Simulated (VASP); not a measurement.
# PbTe: relaxed cell and band gap, by functional

PbTe, Fm-3m (no. 225), 2 atoms in the cell.

| Functional | Volume (Å³/atom) | Change from the starting volume (fraction) | Gap, path and mesh (eV) | Time (s) |
|---|---|---|---|---|
| B88 + LYP (libxc) | 38.22 | 0.133 | 1.01 | 149 |
| OPTX + LYP (libxc) | 36.76 | 0.090 | 1.13 | 143 |
| Wu-Cohen (libxc) | 33.47 | -0.008 | 0.64 | 92 |
| SOGGA11 (libxc) | 33.48 | -0.007 | 0.61 | 101 |
| HCTH/407 (libxc) | 37.84 | 0.122 | 1.18 | 139 |
| PBEint (libxc) | 33.94 | 0.006 | 0.70 | 127 |
| B86 with PBE correlation (libxc) | 36.28 | 0.076 | 0.91 | 140 |
| LDA, PW92 (libxc) | 32.44 | -0.038 | 0.57 | 88 |

Limits: Spin-orbit coupling is left out, and with elements this heavy it changes the gap.

## Input of the first row

INCAR.step1:
```
PREC     = Accurate       # precision mode
ENCUT    = 600            # plane-wave cutoff, eV
EDIFF    = 1E-7           # SCF threshold, eV
ISMEAR   = 0              # smearing method
SIGMA    = 0.02           # smearing width, eV
LREAL    = False          # projectors in reciprocal space
LASPH    = True           # aspherical terms in the spheres
GGA_COMPAT= False        
ALGO     = Normal         # electronic algorithm
NELM     = 150            # most SCF steps
ISIF     = 3              # what is computed and relaxed
LWAVE    = False          # write WAVECAR
LCHARG   = False          # write CHGCAR
GGA      = LIBXC          # functional
LIBXC1   = GGA_X_B88    
LIBXC2   = GGA_C_LYP    
IBRION   = 2              # ionic algorithm
EDIFFG   = -0.005         # ionic threshold
NSW      = 60             # ionic steps
```

INCAR.step2, as INCAR.step1 but for:
```
- NSW = 60
+ NSW = 40
```

INCAR.step3, as INCAR.step2 but for:
```
- ISIF = 3
- IBRION = 2
- EDIFFG = -0.005
- NSW = 40
+ ISIF = 2
+ NBANDS = 17
```

KPOINTS:
```
k-points
0
Gamma
  6 6 6
```

KPOINTS_OPT:
```
path GXWKGLUWLK,UX
8
line-mode
reciprocal
 0.0000000000  0.0000000000  0.0000000000  G
 0.5000000000  0.0000000000  0.5000000000  X

 0.5000000000  0.0000000000  0.5000000000  X
 0.5000000000  0.2500000000  0.7500000000  W

 0.5000000000  0.2500000000  0.7500000000  W
 0.3750000000  0.3750000000  0.7500000000  K

 0.3750000000  0.3750000000  0.7500000000  K
 0.0000000000  0.0000000000  0.0000000000  G

 0.0000000000  0.0000000000  0.0000000000  G
 0.5000000000  0.5000000000  0.5000000000  L

 0.5000000000  0.5000000000  0.5000000000  L
 0.6250000000  0.2500000000  0.6250000000  U

 0.6250000000  0.2500000000  0.6250000000  U
 0.5000000000  0.2500000000  0.7500000000  W

 0.5000000000  0.2500000000  0.7500000000  W
 0.5000000000  0.5000000000  0.5000000000  L

 0.5000000000  0.5000000000  0.5000000000  L
 0.3750000000  0.3750000000  0.7500000000  K

 0.6250000000  0.2500000000  0.6250000000  U
 0.5000000000  0.0000000000  0.5000000000  X
```

POSCAR.step1:
```
TePb
1.0
    0.0000000000      3.2310000000      3.2310000000
    3.2310000000      0.0000000000      3.2310000000
    3.2310000000      3.2310000000      0.0000000000
Pb Te
1 1
Direct
    0.0000000000      0.0000000000      0.0000000000
    0.5000000000      0.5000000000      0.5000000000
```

Commands (each step's output is kept before the next begins):
```
cat potpaw_PBE.64/Pb_d/POTCAR potpaw_PBE.64/Te/POTCAR > POTCAR
cp INCAR.step1 INCAR
cp POSCAR.step1 POSCAR
mpirun -np 1 vasp_std > vasp.out
cp CONTCAR POSCAR
rm WAVECAR CHG
cp INCAR.step2 INCAR
mpirun -np 1 vasp_std > vasp.out
cp CONTCAR POSCAR
rm WAVECAR CHG
cp INCAR.step3 INCAR
mpirun -np 1 vasp_std > vasp.out
```

Changes of the last row against the first:
```
(all steps)
- LIBXC1 = GGA_X_B88
- LIBXC2 = GGA_C_LYP
+ LIBXC1 = LDA_X
+ LIBXC2 = LDA_C_PW
- cat potpaw_PBE.64/Pb_d/POTCAR potpaw_PBE.64/Te/POTCAR > POTCAR
+ cat potpaw_LDA.64/Pb_d/POTCAR potpaw_LDA.64/Te/POTCAR > POTCAR
```

VASP 6.6.1 took 149 s on 1 core (Intel Xeon 6975P-C (Granite Rapids)), a shared host.
